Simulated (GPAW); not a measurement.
Pt:

```
CELL_PARAMETERS angstrom
2.76067 0.00000 0.00000
-1.38033 2.39081 0.00000
0.00000 0.00000 4.79213
ATOMIC_POSITIONS crystal
Pt 0.33333 0.66667 0.25000
Pt 0.66667 0.33333 0.75000
```

This isn't the form of Pt at room conditions, which is fcc.

```yaml
Program: GPAW 26.7.0
Task: relaxation of cell and atoms
Functional: PBEsol
Dispersion: D3
Potentials_or_basis: PAW data sets generated in the run's folder for this functional
Cutoff: 600 eV
Basis: pw
k_mesh: 8 × 8 × 4
Occupations: fermi-dirac, width 0.05 eV
Spin: no spin polarisation
```

At the start: pressure -17.6 GPa; volume 15.81 Å³/atom.

Q: Where does the relaxation end?

A: Over 7 steps the energy falls by 69.0 meV/atom and the volume is 14.71 Å³/atom (-7.0 %); space group P6_3/mmc (No. 194, to 0.05 Å).

Step by step:
```
step  energy change (eV)  largest force (eV/Å)  pressure (GPa)  volume (Å³)
   1              0.0000                0.0000          -17.61        31.63
   2             -0.0997                0.0000           -9.31        30.47
   3             -0.1331                0.0000            1.60        29.29
   4             -0.1349                0.0000            0.25        29.41
   5             -0.1369                0.0000           -0.67        29.49
   6             -0.1378                0.0000           -0.51        29.46
   7             -0.1379                0.0000           -0.12        29.42
```

Final structure:
```
CELL_PARAMETERS angstrom
2.71659 0.00000 0.00000
-1.35830 2.35264 0.00000
0.00000 0.00000 4.60298
ATOMIC_POSITIONS crystal
Pt 0.33333 0.66667 0.25000
Pt 0.66667 0.33333 0.75000
```

Caveat: later steps reuse the first step's grids; pairwise dispersion overbinds metals, which lowers pressure and volume.
